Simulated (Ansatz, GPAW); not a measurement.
## Cost and result for the equilibrium volume of CuAu3

```yaml
crystal:
  lattice:
    - [3.98000, 0.00000, 0.00000]
    - [0.00000, 3.98000, 0.00000]
    - [0.00000, 0.00000, 3.98000]
  atoms:
    - { symbol: Au, position: [0.50000, 0.50000, 0.00000] }
    - { symbol: Au, position: [0.50000, 0.00000, 0.50000] }
    - { symbol: Au, position: [0.00000, 0.50000, 0.50000] }
    - { symbol: Cu, position: [0.00000, 0.00000, 0.00000] }
```

| rung | level | program and potentials | cutoff (eV) | k mesh | smearing | task | core time | chip | equilibrium volume (Å³/atom) | notes |
| --- | --- | --- | --- | --- | --- | --- | --- | --- | --- | --- |
| GGA + dispersion | PBEsol+D4 | Ansatz, Ansatz PAW | 420 | 7 × 7 × 7 | fermi-dirac 0.05 | relaxation of cell and atoms | 37 s | Intel Xeon Skylake/Cascade Lake | 15.38 | potentials made for PBE, which Ansatz adapts in part |
| GGA + dispersion | PBEsol+D3(BJ) | Ansatz, Ansatz PAW | 420 | 7 × 7 × 7 | fermi-dirac 0.05 | relaxation of cell and atoms | 39 s | Intel Xeon Skylake/Cascade Lake | 15.13 | potentials made for PBE, which Ansatz adapts in part |
| GGA + dispersion | PBEsol+D3(BJ)+ATM | Ansatz, Ansatz PAW | 420 | 7 × 7 × 7 | fermi-dirac 0.05 | relaxation of cell and atoms | 39 s | Intel Xeon Skylake/Cascade Lake | 15.29 | potentials made for PBE, which Ansatz adapts in part |
| meta-GGA | r2SCAN | Ansatz, Ansatz PAW | 500 | 7 × 7 × 7 | fermi-dirac 0.05 | equation of state | 42 s | Intel Xeon 6975P-C Granite Rapids | 16.09 | potentials made for PBE, which Ansatz adapts in part |
| GGA | PBEsol | GPAW, PAW data sets generated for this functional | 600 | 7 × 7 × 7 | fermi-dirac 0.05 | equation of state | 4 min | Arm Neoverse V2 | 15.93 | this data set often lies off other programs; far from this level's other runs, cause not traced |
| GGA | PBEsol | Ansatz, all-electron LAPW, scalar-relativistic | - | 7 × 7 × 7 | fermi-dirac 0.05 | equation of state | 5.9 min | Arm Neoverse V1 | 15.67 | - |

Times are single runs on shared hosts and different chips, so they are rough; meshes, cutoffs and the tasks' sizes weigh on the time. All rows: no spin polarisation. Smearing widths are in eV. For a metal such meshes aren't converged. Meshes are those of the run's cell of 4 atoms unless a note names another. Relaxations start from the cell shown or near it and stop with a little pressure left. Runs on faulty files, with rough fits or with known faults for this quantity aren't shown. PBE isn't shown for this crystal. No row holds spin-orbit coupling.

By rung: GGA + dispersion 15.13 to 15.38; GGA 15.67 to 15.93; meta-GGA 16.09 (Å³/atom).
